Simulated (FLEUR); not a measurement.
A run of FLEUR MaX-R8.1 (later development tree) is set up as follows.

Contents of inp.xml:

```xml
<?xml version="1.0" encoding="UTF-8" standalone="no"?>
<fleurInput fleurInputVersion="0.39">
   <comment>
      Cu                                                                                                  
   </comment>
   <calculationSetup>
      <cutoffs Kmax="4.64" Gmax="14.4" GmaxXC="14.4" numbands="0"/>
      <scfLoop itmax="80" minDistance="0.0001" maxIterBroyd="30" imix="Anderson" alpha="0.05" precondParam="0.0" spinf="2.0" sdNocoIR="T"/>
      <coreElectrons ctail="F" frcor="F" kcrel="0" coretail_lmax="0"/>
      <xcFunctional name="LibXC" relativisticCorrections="F">
         <LibXCName exchange="mgga_x_tpss" correlation="mgga_c_tpss"/>
         <AuxGGA exchange="117" correlation="130"/>
      </xcFunctional>
      <magnetism jspins="1"/>
      <soc l_soc="F" theta="0.0" phi="0.0" spav="F"/>
      <expertModes spex="0" secvar="F"/>
      <geometryOptimization l_f="F" forcealpha="1.0" forcemix="BFGS" epsdisp="0.00001" epsforce="0.00001"/>
      <ldaU l_linMix="F" mixParam="0.05" spinf="1.0"/>
   </calculationSetup>
   <cell>
      <bzIntegration valenceElectrons="38.0" mode="hist" fermiSmearingEnergy="0.00183747">
         <kPointListSelection listName="default-1"/>
         <!-- k-points included here -->
         <xi:include xmlns:xi="http://www.w3.org/2001/XInclude" href="kpts.xml"> </xi:include>
      </bzIntegration>
      <!-- symmetry operations included here -->
      <xi:include xmlns:xi="http://www.w3.org/2001/XInclude" href="sym.xml"> </xi:include>
      <bulkLattice scale="1.0">
         <bravaisMatrix>
            <row-1>    2.3025626668695156    -7.5142654075378497     0.0000000000000000</row-1>
            <row-2>    2.3025626668695156     7.5142654075378497     0.0000000000000000</row-2>
            <row-3>    0.0000000000000000     0.0000000000000000     4.6780085620883023</row-3>
         </bravaisMatrix>
      </bulkLattice>
   </cell>
   <atomSpecies>
      <species name="Copper (Cu)" element="Cu" atomicNumber="29">
         <mtSphere radius="2.11" gridPoints="705" logIncrement="0.017"/>
         <atomicCutoffs lmax="9" lnonsphr="9"/>
         <electronConfig flipSpins="F">
            <coreConfig>(1s1/2) (2s1/2) (2p1/2) (2p3/2)</coreConfig>
            <valenceConfig>(3s1/2) (3p1/2) (3p3/2) (4s1/2) (3d3/2) (3d5/2)</valenceConfig>
            <stateOccupation state="(4s1/2)" spinUp="0.500000" spinDown="0.500000"/>
         </electronConfig>
         <energyParameters s="4" p="4" d="3" f="4"/>
         <lo type="SCLO" l="0" n="3" eDeriv="0"/>
         <lo type="SCLO" l="1" n="3" eDeriv="0"/>
         <lo type="SCLO" l="1" n="3" eDeriv="1"/>
         <lo type="SCLO" l="2" n="3" eDeriv="2"/>
         <lo type="SCLO" l="3" n="4" eDeriv="2"/>
      </species>
   </atomSpecies>
   <atomGroups>
      <atomGroup species="Copper (Cu)">
         <relPos label="                   1">-.1338666500 .1338666500 -1.000/4.000</relPos>
         <relPos label="                   2">.1338666500 -.1338666500 1.000/4.000</relPos>
         <force calculate="T" relaxXYZ="TTT"/>
      </atomGroup>
   </atomGroups>
   <output dos="F" band="F" slice="F">
      <checks vchk="F" cdinf="F"/>
      <bandDOS minEnergy="-.5*Htr" maxEnergy="0.5*Htr" sigma="0.015" storeEVData="T"/>
      <vacuumDOS vacdos="F" integ="F" star="F" nstars="0" locx1="0.0" locy1="0.0" locx2="0.0" locy2="0.0" nstm="0" tworkf="0.0"/>
      <unfoldingBand unfoldBand="F" supercellX="1" supercellY="1" supercellZ="1"/>
      <plotting iplot="0" polar="F">
         <plot TwoD="T" vec1="  1.0  0.0  0.0" vec2="  0.0  1.0  0.0" vec3="  0.0  0.0  1.0" zero="  0.0  0.0  0.0" file="plot"/>
      </plotting>
      <chargeDensitySlicing numkpt="0" minEigenval="0.0" maxEigenval="0.0" nnne="0" pallst="F"/>
      <specialOutput eonly="F"/>
      <moessbauerParams electricFieldGradient="T" isomerShift="T" coreHyperfine="T" valenceHyperfine="T"/>
      <magneticCircularDichroism mcd="F" energyLo="-10.0" energyUp="0.0"/>
   </output>
  <!-- We include the file relax.xml here to enable relaxations (see documentation) -->
  <xi:include xmlns:xi="http://www.w3.org/2001/XInclude" href="relax.xml"> <xi:fallback/> </xi:include>
</fleurInput>
```

The input crystal.txt:

```
Cu
&input cartesian=F /
1.2184636900  -3.9763780104  0.0000000000
1.2184636900  3.9763780104  0.0000000000
0.0000000000  0.0000000000  2.4754955235
1.8897261246
1.0 1.0 1.0

2
29 0.8661333500  0.1338666500  0.7500000000
29 0.1338666500  0.8661333500  0.2500000000

&kpt div1=11 div2=11 div3=11 gamma=T /
```

Potentials or basis: all-electron, FLAPW.

Launch:

```bash
$ inpgen -f crystal.txt -profile fastHighL
$ # inp.xml edited to the form shown
$ fleur_MPI
```

(1) Estimate the band gap on the k mesh.

## Answers

(1) none (metal or under the smearing width).

Caveat: the meta-GGA is that of a development version, with a GGA for the radial functions and cores and without core tails.
